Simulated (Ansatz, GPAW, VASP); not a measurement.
Ge: programs and potentials compared

```xyz
2
Lattice="0.0000 2.8289 2.8289 2.8289 0.0000 2.8289 2.8289 2.8289 0.0000" Properties=species:S:1:pos:R:3 pbc="T T T"
Ge    4.2434    4.2434    4.2434
Ge    2.8289    2.8289    2.8289
```

Alike in all runs: task single point; functional PBE; k mesh 8 × 8 × 8; occupations gaussian, width 0.025 eV; no spin polarisation; no spin-orbit coupling. Pressure is positive in compression and, in plane waves, holds the error of the finite cutoff.

| program and potentials | plane-wave cutoff (eV) | notes | band gap (eV) | pressure (GPa) |
| --- | --- | --- | --- | --- |
| Ansatz, all-electron LAPW, scalar-relativistic | - | - | 0.04 | 3.58 |
| GPAW, GPAW PAW data sets (gpaw-data 1.2.1) | 600 | 4 valence electrons an atom on average | 0.09 | 3.84 |
| VASP, PBE PAW files Ge_d, 520 eV | 520 | 14 valence electrons an atom on average | 0.03 | 3.52 |

The band gap spans 0.03 (VASP, PBE PAW files Ge_d, 520 eV) to 0.09 eV (GPAW, GPAW PAW data sets (gpaw-data 1.2.1)), with all-electron results at 0.04. The pressure spans 3.52 (VASP, PBE PAW files Ge_d, 520 eV) to 3.84 GPa (GPAW, GPAW PAW data sets (gpaw-data 1.2.1)), with all-electron results at 3.58.

The functional is the same throughout but for its coding, so the spread measures potentials, basis and numerics; runs on potential files found faulty are left out.

All three calculations leave germanium with almost no gap, whereas the real crystal is a semiconductor with a clear indirect gap. The main cause is the semilocal functional, which lacks the derivative discontinuity and places the antibonding, s-like conduction state at the zone centre too low against the p-like valence top. Spin-orbit coupling would raise the valence top further and could close the remaining gap, so these values don't settle whether PBE makes germanium a semiconductor or a semimetal.

The positive pressures show that PBE favours a larger cell than this one, in line with its usual underbinding of semiconductors. VASP with 14 valence electrons stays closer to the all-electron result in both gap and pressure than GPAW with 4. Treating the 3d shell as valence may contribute, since it lets these electrons respond to bonding, but the construction of the data sets could matter as much. The agreement among programs supports the numerical consistency of the PBE description, not its accuracy for the gap of germanium.
